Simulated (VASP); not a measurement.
Set up this calculation in VASP 6.6.1, as the native input.

```
Task                   : relaxation of cell and atoms
Functional             : PBEsol
Potentials or basis    : VASP PAW PBE potentials, release 64 (Zn, Se)
Cutoff                 : 600 eV
k mesh                 : 8 × 8 × 8
Occupations            : gaussian, width 0.03 eV
Spin                   : no spin polarisation
Further INCAR settings : ALGO = Normal; EDIFF = 1e-07; IBRION = 2; EDIFFG = -0.005; NSW = 90; ISIF = 3
```

The structure of ZnSe (Stilleite) lies in POSCAR:

```
ZnSe                                    
1.0
   -0.0000000000      2.8206646090      2.8206646090
    2.8206646090     -0.0000000000      2.8206646090
    2.8206646090      2.8206646090      0.0000000000
  Zn              Se            
     1     1
Direct
     0.0000000000000000    0.0000000000000000    0.0000000000000000
     0.2500000000000000    0.2500000000000000    0.2500000000000000
```

The input as run:

INCAR

```
SYSTEM = ZnSe
  ALGO = Normal
  EDIFF = 1E-7
  EDIFFG = -0.005
  ENCUT = 600
  GGA = PS
  IBRION = 2
  ISIF = 3
  ISMEAR = 0
  LASPH = .True.
  LCHARG = .False.
  LREAL = .False.
  LWAVE = .False.
  NELM = 80
  NSW = 90
  PREC = Accurate
  SIGMA = 0.03
```

KPOINTS

```
k-points
0
Gamma
  8 8 8
  0 0 0
```

Potentials or basis: VASP PAW PBE potentials, release 64 (Zn, Se).

The run is started by

```bash
$ cat potpaw_PBE.64/Zn/POTCAR potpaw_PBE.64/Se/POTCAR > POTCAR
$ mpirun -np 1 vasp_std > vasp.out
```

Results of the run:

```json
{"Pressure after relaxing": "0.0 GPa", "Band gap on the k mesh": "1.23 eV, direct"}
```

Caveat: the relaxation stopped at its first step, so nothing moved; the PAW data sets were made with another functional, which shifts forces and pressure a little.

Wall time 19 s on 1 thread of Intel(R) Xeon(R) Platinum 8375C CPU @ 2.90GHz (Ice Lake), with other jobs on the host, peak memory 0.18 GiB.
